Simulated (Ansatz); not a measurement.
# GaN (P6_3mc) in Ansatz: notebook

One crystal, GaN, is run at these levels: PBE; tasks: single point.

Program: Ansatz 0.2.0. These are calculated values, not measurements. Logs are shortened: lines on timing, memory, paths and dates and some standing lists are left out, and cuts for length are marked.

**Experimental background.**

From “Studying electronic properties in GaN without electrical contacts using γ-γ vs e−-γ Perturbed Angular Correlations”, 2019, pmc:6823545, for a bulk crystal of GaN: band gap 3.503 ± 0.005 eV (direct).

How close the calculation comes is told below.

## 1. The crystal as given

The structure is hexagonal, space group P6_3mc (No. 186). Conventional cell: a = 3.180 Å, b = 3.180 Å, c = 5.166 Å, α = 90.00°, β = 90.00°, γ = 120.00°. Ga (site symmetry 3m) has 4 N at 1.94 to 1.95 Å as nearest neighbours. N (site symmetry 3m) has 4 Ga at 1.94 to 1.95 Å as nearest neighbours.

## 2. Single point, PBE

Contents of input.yaml:

```yaml
crystal:
  lattice:
    - [3.18, 0.0, 0.0]
    - [-1.59, 2.753960784, 0.0]
    - [0.0, 0.0, 5.166]
  atoms:
    - { symbol: Ga, position: [0.6666666667, 0.3333333333, 0.5] }
    - { symbol: Ga, position: [0.3333333333, 0.6666666667, 0.0] }
    - { symbol: "N", position: [0.6666666667, 0.3333333333, 0.875] }
    - { symbol: "N", position: [0.3333333333, 0.6666666667, 0.375] }
hamiltonian:
  xc: pbe
  pseudopotentials: { kind: paw }
kpoints:
  mp_grid: { grid: [10, 10, 5] }
scf:
  occupations: { method: gaussian, width: 0.026 }
output:
  forces: true
  stress: true
  eigenvalues: true
```

Potentials or basis: Ansatz PAW.

Run with:

```bash
$ ansatz run input.yaml --threads 2 --pin off --max-ram 5632MiB --backend cpu --events-out ev --progress --plain --runs-dir out
```

Log:

```text
Warning: RAYON_NUM_THREADS=2 ignored (pool sized by the plan → 2); use --threads N
Engine: ansatz 0.2.0, x86_64-unknown-linux-gnu
Pseudopotentials: kind: paw
Pseudopotential: Ga, paw, valence charge 13, recommended cutoff 420 eV (normal), Ga.paw.azcp
Pseudopotential: N, paw, valence charge 5, recommended cutoff 420 eV (normal), N.paw.azcp
Functional definition: PBE
  parameter kappa = 0.804
  parameter beta = 0.06672455060314922
  exchange = pbe_x(kappa = kappa, mu = beta*pi^2/3)
  correlation = pbe_c(beta = beta)
Crystal: 4 atoms, lattice volume = 45.242 Å³
Basis set: ecut = 420 eV, 881 PW (Γ), exchange–correlation on 48×48×72 points (8 copies of the dense FFT grid, shifted against one another)
Bands: 22, of which v1, the nominal top of the filled ones, is band 18 counted from 1 (17 counted from 0)
Symmetry: 12 space group operations
Space group: P63mc (ITA 186), of the structure as read, at distance tolerance 3.6e-5 Å
k-points: 42 of 500 (time reversal used)
Non-local potential: Ga, projectors of the file, l = 0: 2, l = 1: 2, l = 2: 3, l = 3: 1
Non-local potential: N, projectors of the file, l = 0: 2, l = 1: 2, l = 2: 1
PAW form: soft (Blöchl's): semilocal exchange-correlation on the pseudo side does not see the compensation charge
PAW one-centre angular grid: Ga, 590 points (default); XC on 64 Gauss nodes
PAW one-centre angular grid: N, 110 points (default); XC on 64 Gauss nodes
Initial density: superposition of atomic densities (neutral atoms: chi_scale 0, normalization atom), corrected by the library's trained network
Initial wavefunctions: pseudopotential atomic-orbital guess
Functional: x = pbe(κ = 0.804, μ = 0.2195149727645171), c = pbe(β = 0.06672455060314922)
SCF iter   1: F=—  HF=-8335.795573 eV  |F-HF|=—  |Δ(HF+E_count)|=         —  Δρ=8.48e-4  dr2=1.83e-4  ethr=1.77e-3  ⟨swp⟩=5.5  Hψ=3838  notcnv=0
preconditioner: auto → Resta (q_TF=auto, 2.626 Å⁻¹)  ε∞=5.0  [insulator: Δε(μ)=1.958 eV  Ē_g=16.647 eV  σ=0.026 eV  W_gap=1.00  n_scr=22 (ndim 8)  ℏωp=33.1 eV  f_vac=0.008  D(μ)=0.00/eV (n_scr^D=0)  ε∞_Penn≈5.0]
SCF iter   2: F=—  HF=-8335.796190 eV  |F-HF|=—  |Δ(HF+E_count)|=   6.16e-4  Δρ=4.03e-4  dr2=2.56e-5  ethr=5.08e-7  ⟨swp⟩=2.2  Hψ=2023  notcnv=0
SCF iter   3: F=—  HF=-8335.796301 eV  |F-HF|=—  |Δ(HF+E_count)|=   1.12e-4  Δρ=1.87e-4  dr2=6.69e-6  ethr=7.12e-8  ⟨swp⟩=2.0  Hψ=1613  notcnv=0
SCF iter   4: F=—  HF=-8335.796329 eV  |F-HF|=—  |Δ(HF+E_count)|=   2.72e-5  Δρ=5.63e-5  dr2=9.62e-7  ethr=1.86e-8  ⟨swp⟩=2.0  Hψ=1659  notcnv=0
iter 5 did not close the SCF: its close was put off for the readings that it lacked (scf_convergence_deferred on its scf_iter line)
SCF iter   5: F=-8335.796332 eV  HF=-8335.796331 eV  |F-HF|=2.27e-7  |Δ(HF+E_count)|=   2.72e-6  Δρ=1.82e-5  dr2=9.27e-8  ethr=2.67e-9  ⟨swp⟩=2.0  Hψ=1676  notcnv=0
SCF iter   6: F=-8335.796332 eV  HF=-8335.796332 eV  |F-HF|=3.45e-9  |Δ(HF+E_count)|=   2.45e-7  Δρ=4.54e-6  dr2=8.41e-9  ethr=2.58e-10  ⟨swp⟩=2.0  Hψ=3477  notcnv=0
SCF 1 converged in 6 iterations: F = -8335.796332 eV  dr2 = 8.41e-9
SCF converged after 6 iterations
Free energy (F): -8335.796332 eV
Harris-Foulkes:  -8335.796332 eV  (|F-HF|=3.45e-9)
Internal energy: -8335.796332 eV  (E = F + TS)
E sigma→0 (E₀):  -8335.796332 eV
Fermi energy:    10.834142 eV
--- Per-component energies (eV) ---
  E_band       = -5.329022
  E_kinetic    = 495.402258
  E_local      = -3888.975746  (includes V_loc(G=0)·N_el)
  E_nonlocal   = 948.898205
  E_hartree    = 1791.443276
  E_xc         = -257.979867
  E_vxc        = -268.793730  (∫ρ·V_xc dr)
  E_paw        = -4240.757783  (= ΣΔE_a)
  E_vpaw       = -874.746498  (= ΣTr[D̂ρ^β])
  E_aug_tail   = 0.000054  (compensation charges beyond the density's cutoff)
  E_ewald      = -3183.826728
  E_smearing   = -0.000000  (= −TS)
  E_closure    = 0.000000  (closes the sum)
  Σ components = -8335.796332   (vs F -8335.796332, Δ=0.00e0)
--- Forces (eV/Å), atoms counted from 1 ---
  atom   1  Ga     0.00000000    -0.00000000    -0.13702310
  atom   2  Ga     0.00000000     0.00000000    -0.13702310
  atom   3  N      0.00000000    -0.00000000     0.13701370
  atom   4  N      0.00000000     0.00000000     0.13701370
  max |Σ_I F_I| component: 1.88e-5 eV/Å
--- Stress (GPa, compression-positive) ---
        6.577591      -0.000000      -0.000000
        0.000000       6.577591       0.000000
       -0.000000       0.000000       8.729204
  P = ⅓ Tr σ = 7.2948 GPa (72.948 kbar)
--- Band table (eV; the first three rows and the last of 42) ---
  k-point 0: bands = ["-6.2153", "-5.2787", "-3.6527", "-3.6314", "-3.6314", "-3.5673", "-3.5673", "-3.3756", "-3.3756", "-3.2739", "-3.2739", "-2.0134", "2.7083", "8.7901", "8.7901", "9.7923", "9.8518", "9.8518", "11.8162", "14.1547", "19.1049", "19.7819"]
  k-point 1: bands = ["-6.0980", "-5.3256", "-3.6291", "-3.6291", "-3.6194", "-3.5770", "-3.5770", "-3.3623", "-3.3623", "-3.2803", "-3.2803", "-2.4085", "3.4303", "8.7233", "8.8869", "8.8869", "9.7460", "9.7460", "12.6954", "14.2293", "18.8382", "19.8261"]
  k-point 2: bands = ["-5.8039", "-5.4982", "-3.6189", "-3.6189", "-3.5988", "-3.5988", "-3.4659", "-3.3316", "-3.3316", "-3.3004", "-3.3004", "-3.0599", "5.0454", "6.9256", "9.1444", "9.1444", "9.4727", "9.4727", "13.8071", "14.2842", "18.4036", "18.6576"]
  k-point 41: bands = ["-5.1301", "-5.1127", "-3.5389", "-3.5172", "-3.5034", "-3.4518", "-3.3649", "-3.3624", "-3.3257", "-3.3164", "-1.6983", "-1.5757", "3.6401", "3.7702", "5.4373", "6.1817", "8.0379", "8.3346", "16.1734", "16.2086", "17.2010", "17.7092"]
```

It took 4.9 s on 2 threads of Intel Xeon at 2.50GHz (Skylake/Cascade Lake), shared host; peak memory 0.37 GiB.

What came out:

```yaml
Free_energy: -8335.7963 eV
Pressure: 7.3 GPa
Largest_force: 0.137 eV/Å
Band_gap_on_the_k_mesh: 1.96 eV, direct
```

Forces in eV/Å, atoms in the order of the input:
```
Ga   0.000  0.000 -0.137
Ga   0.000  0.000 -0.137
N    0.000  0.000  0.137
N    0.000  0.000  0.137
```

Stress tensor (GPa, compression positive):
```
6.58 0.00 0.00
0.00 6.58 0.00
0.00 0.00 8.73
```

Levels at points of the mesh, in eV from the valence-band top:
```tsv
k point	band 16	band 17	band 18	band 19	band 20	band 21
(0.00, 0.00, 0.00)	-0.06	0.00	0.00	1.96	4.30	9.25
(0.00, -0.50, 0.00)	-2.78	-2.26	-0.99	5.08	5.61	6.08
```

Caveat: odd divisions of the mesh miss points on the zone boundary, where band edges often lie, so the gap on the mesh can be too wide; the pressure holds a Pulay correction of +0.5 GPa for the finite cutoff.

## 3. Single point, PBE

input.yaml, as its differences from that of step 2:

```diff
@@ -16,3 +16,3 @@
 scf:
-  occupations: { method: gaussian, width: 0.026 }
+  occupations: { method: gaussian, width: 0.027 }
 output:
@@ -21 +21,5 @@
   eigenvalues: true
+  write_density: true
+  write_potential: true
+  elf: true
+  volumetric_format: npy
```

Potentials or basis: Ansatz PAW.

Run with:

```bash
$ ansatz run input.yaml --threads 2 --pin off --max-ram 5632MiB --backend cpu --events-out ev --progress --plain --runs-dir out
```

Log:

```text
Warning: RAYON_NUM_THREADS=2 ignored (pool sized by the plan → 2); use --threads N
[... 9 set-up lines as earlier in the session ...]
Crystal: 4 atoms, lattice volume = 45.242 Å³
Basis set: ecut = 420 eV, 881 PW (Γ), exchange–correlation on 48×48×72 points (8 copies of the dense FFT grid, shifted against one another)
[... 43 lines left out ...]
--- Forces (eV/Å), atoms counted from 1 ---
  atom   1  Ga    -0.00000000    -0.00000000    -0.13702271
  atom   2  Ga     0.00000000     0.00000000    -0.13702271
  atom   3  N      0.00000000    -0.00000000     0.13701354
  atom   4  N     -0.00000000     0.00000000     0.13701354
  max |Σ_I F_I| component: 1.83e-5 eV/Å
--- Stress (GPa, compression-positive) ---
        6.577591       0.000000      -0.000000
        0.000000       6.577591       0.000000
       -0.000000       0.000000       8.729206
  P = ⅓ Tr σ = 7.2948 GPa (72.948 kbar)
--- Band table (eV; the first three rows and the last of 42) ---
  k-point 0: bands = ["-6.2153", "-5.2787", "-3.6527", "-3.6314", "-3.6314", "-3.5673", "-3.5673", "-3.3756", "-3.3756", "-3.2739", "-3.2739", "-2.0134", "2.7083", "8.7901", "8.7901", "9.7923", "9.8518", "9.8518", "11.8162", "14.1547", "19.1049", "19.7819"]
  k-point 1: bands = ["-6.0980", "-5.3256", "-3.6291", "-3.6291", "-3.6194", "-3.5770", "-3.5770", "-3.3623", "-3.3623", "-3.2803", "-3.2803", "-2.4085", "3.4303", "8.7233", "8.8869", "8.8869", "9.7460", "9.7460", "12.6954", "14.2293", "18.8382", "19.8261"]
  k-point 2: bands = ["-5.8039", "-5.4982", "-3.6189", "-3.6189", "-3.5988", "-3.5988", "-3.4659", "-3.3316", "-3.3316", "-3.3004", "-3.3004", "-3.0599", "5.0454", "6.9256", "9.1444", "9.1444", "9.4727", "9.4727", "13.8071", "14.2842", "18.4036", "18.6576"]
  k-point 41: bands = ["-5.1301", "-5.1127", "-3.5389", "-3.5172", "-3.5034", "-3.4518", "-3.3649", "-3.3624", "-3.3257", "-3.3164", "-1.6983", "-1.5757", "3.6401", "3.7702", "5.4373", "6.1817", "8.0379", "8.3346", "16.1734", "16.2086", "17.2010", "17.7092"]
```

rho_z.tsv:

```text
# z_ang	rho[e/angstrom^3]
# format = ansatz-planar-average/11
# lattice	3.180000000	0.000000000	0.000000000
# lattice	-1.590000000	2.753960784	0.000000000
# lattice	0.000000000	0.000000000	5.166000000
# sites	4
# site	31	1.590000000	0.917986928	2.583000000
# site	31	0.000000000	1.835973856	0.000000000
# site	7	1.590000000	0.917986928	4.520250000
# site	7	0.000000000	1.835973856	1.937250000
0.000000	2.192187e0
0.143500	1.767595e0
0.287000	1.043793e0
0.430500	5.288309e-1
0.574000	2.929046e-1
0.717500	2.031571e-1
[... 28 lines left out ...]
4.879000	1.399538e0
5.022500	1.948915e0
```

It took 5.7 s on 2 threads of Intel Xeon at 2.50GHz (Skylake/Cascade Lake), shared host; peak memory 0.39 GiB.

What came out:

```
Free energy            : -8335.7963 eV
Pressure               : 7.3 GPa
Largest force          : 0.137 eV/Å
Band gap on the k mesh : 1.96 eV, direct
```

Forces on the atoms (eV/Å):
```
Ga   0.000  0.000 -0.137
Ga   0.000  0.000 -0.137
N    0.000  0.000  0.137
N    0.000  0.000  0.137
```

Caveat: odd divisions of the mesh miss points on the zone boundary, where band edges often lie, so the gap on the mesh can be too wide; the pressure holds a Pulay correction of +0.5 GPa for the finite cutoff.

## 4. Single point, PBE

input.yaml, as its differences from that of step 3:

```diff
@@ -16,3 +16,3 @@
 scf:
-  occupations: { method: gaussian, width: 0.027 }
+  occupations: { method: gaussian, width: 0.028 }
 output:
@@ -21,5 +21 @@
   eigenvalues: true
-  write_density: true
-  write_potential: true
-  elf: true
-  volumetric_format: npy
```

Potentials or basis: Ansatz PAW.

Run with:

```bash
$ ansatz run input.yaml --threads 2 --pin off --max-ram 5632MiB --backend cpu --events-out ev --progress --plain --runs-dir out
```

Log:

```text
Warning: RAYON_NUM_THREADS=2 ignored (pool sized by the plan → 2); use --threads N
[... 9 set-up lines as earlier in the session ...]
Crystal: 4 atoms, lattice volume = 45.242 Å³
Basis set: ecut = 420 eV, 881 PW (Γ), exchange–correlation on 48×48×72 points (8 copies of the dense FFT grid, shifted against one another)
Bands: 22, of which v1, the nominal top of the filled ones, is band 18 counted from 1 (17 counted from 0)
[... 2 set-up lines as earlier in the session ...]
k-points: 42 of 500 (time reversal used)
[... 8 set-up lines as earlier in the session ...]
[... 16 lines left out ...]
--- Per-component energies (eV) ---
  E_band       = -5.329021
  E_kinetic    = 495.402259
  E_local      = -3888.975746  (includes V_loc(G=0)·N_el)
  E_nonlocal   = 948.898206
  E_hartree    = 1791.443275
  E_xc         = -257.979867
  E_vxc        = -268.793731  (∫ρ·V_xc dr)
  E_paw        = -4240.757785  (= ΣΔE_a)
  E_vpaw       = -874.746500  (= ΣTr[D̂ρ^β])
  E_aug_tail   = 0.000054  (compensation charges beyond the density's cutoff)
  E_ewald      = -3183.826728
  E_smearing   = -0.000000  (= −TS)
  E_closure    = -0.000000  (closes the sum)
  Σ components = -8335.796332   (vs F -8335.796332, Δ=0.00e0)
--- Forces (eV/Å), atoms counted from 1 ---
  atom   1  Ga    -0.00000000    -0.00000000    -0.13702310
  atom   2  Ga     0.00000000     0.00000000    -0.13702310
  atom   3  N      0.00000000    -0.00000000     0.13701379
  atom   4  N      0.00000000     0.00000000     0.13701379
  max |Σ_I F_I| component: 1.86e-5 eV/Å
--- Stress (GPa, compression-positive) ---
        6.577590       0.000000      -0.000000
       -0.000000       6.577590       0.000000
       -0.000000       0.000000       8.729204
  P = ⅓ Tr σ = 7.2948 GPa (72.948 kbar)
--- Band table (eV; the first three rows and the last of 42) ---
  k-point 0: bands = ["-6.2153", "-5.2787", "-3.6527", "-3.6314", "-3.6314", "-3.5673", "-3.5673", "-3.3756", "-3.3756", "-3.2739", "-3.2739", "-2.0134", "2.7083", "8.7901", "8.7901", "9.7923", "9.8518", "9.8518", "11.8162", "14.1547", "19.1049", "19.7819"]
  k-point 1: bands = ["-6.0980", "-5.3256", "-3.6291", "-3.6291", "-3.6194", "-3.5770", "-3.5770", "-3.3623", "-3.3623", "-3.2803", "-3.2803", "-2.4085", "3.4303", "8.7233", "8.8869", "8.8869", "9.7460", "9.7460", "12.6954", "14.2293", "18.8382", "19.8261"]
  k-point 2: bands = ["-5.8039", "-5.4982", "-3.6189", "-3.6189", "-3.5988", "-3.5988", "-3.4659", "-3.3316", "-3.3316", "-3.3004", "-3.3004", "-3.0599", "5.0454", "6.9256", "9.1444", "9.1444", "9.4727", "9.4727", "13.8071", "14.2842", "18.4036", "18.6576"]
  k-point 41: bands = ["-5.1301", "-5.1127", "-3.5389", "-3.5172", "-3.5034", "-3.4518", "-3.3649", "-3.3624", "-3.3257", "-3.3164", "-1.6983", "-1.5757", "3.6401", "3.7702", "5.4373", "6.1817", "8.0379", "8.3346", "16.1734", "16.2086", "17.2010", "17.7092"]
```

Wall time 5 s (2 threads of Intel Xeon at 2.50GHz (Skylake/Cascade Lake), shared host); peak memory 0.38 GiB.

What came out:

```yaml
Free_energy: -8335.7963 eV
Pressure: 7.3 GPa
Largest_force: 0.137 eV/Å
Band_gap_on_the_k_mesh: 1.96 eV, direct
```

Forces in eV/Å, atoms in the order of the input:
```
Ga   0.000  0.000 -0.137
Ga   0.000  0.000 -0.137
N    0.000  0.000  0.137
N    0.000  0.000  0.137
```

Stress tensor (GPa, compression positive):
```
6.58 0.00 0.00
0.00 6.58 0.00
0.00 0.00 8.73
```

Caveat: odd divisions of the mesh miss points on the zone boundary, where band edges often lie, so the gap on the mesh can be too wide; the pressure holds a Pulay correction of +0.5 GPa for the finite cutoff.

## 5. Single point, PBE

input.yaml, as its differences from that of step 4:

```diff
@@ -16,3 +16,3 @@
 scf:
-  occupations: { method: gaussian, width: 0.028 }
+  occupations: { method: gaussian, width: 0.013 }
 output:
```

Run with:

```bash
$ ansatz run input.yaml --threads 2 --pin off --max-ram 5632MiB --backend cpu --events-out ev --progress --plain --runs-dir out
```

It took 4.8 s on 2 threads of Intel Xeon at 2.50GHz (Skylake/Cascade Lake), shared host; peak memory 0.37 GiB.

It converged, with:

```
Free energy            : -8335.7963 eV
Pressure               : 7.3 GPa
Largest force          : 0.137 eV/Å
Band gap on the k mesh : 1.96 eV, direct
```

Forces in eV/Å, atoms in the order of the input:
```
Ga   0.000  0.000 -0.137
Ga   0.000  0.000 -0.137
N    0.000  0.000  0.137
N    0.000  0.000  0.137
```

Stress tensor (GPa, compression positive):
```
6.58 0.00 0.00
0.00 6.58 0.00
0.00 0.00 8.73
```

Levels at points of the mesh, in eV from the valence-band top:
```csv
k point,band 15,band 16,band 17,band 18,band 19,band 20,band 21,band 22
"(0.00, 0.00, 0.00)",-1.06,-0.06,0.00,0.00,1.96,4.30,9.25,9.93
"(0.00, -0.50, 0.00)",-4.27,-2.78,-2.26,-0.99,5.08,5.61,6.08,8.67
```

Caveat: odd divisions of the mesh miss points on the zone boundary, where band edges often lie, so the gap on the mesh can be too wide; the pressure holds a Pulay correction of +0.5 GPa for the finite cutoff.

[end of part 1 of 2]
